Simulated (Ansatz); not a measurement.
# Nb in Ansatz: the effect of functional

Nb:

```
Nb
1.0
     0.00000    2.14283    2.14283
     2.14283    0.00000    2.14283
     2.14283    2.14283    0.00000
Nb
1
Direct
  0.00000 0.00000 0.00000
```

This isn't the form of Nb at room conditions, which is bcc.

The cell isn't the ideal one: volume scaled by 1.04.

Alike in all runs:

```yaml
Program: Ansatz 0.2.0
Task: single point
Potentials_or_basis: Ansatz PAW
k_mesh: 11 × 11 × 11
Occupations: fermi-dirac, width 0.05 eV
Spin: no spin polarisation
```

```tsv
functional	cutoff	pressure (GPa)
LDA	420 eV (not typed: the program's choice for these potentials)	-16.1
PBEsol	420 eV (not typed: the program's choice for these potentials)	?
r2SCAN	500 eV (not typed: the program's choice for these potentials)	-8.0
```

What does the run with functional PBEsol give?

Pressure -12.7 GPa.

Caveats: the PAW data sets come from PBE, with cores solved anew for the run's functional, which leaves a small shift of forces and pressure.

Runs at the PBE level aren't shown here.
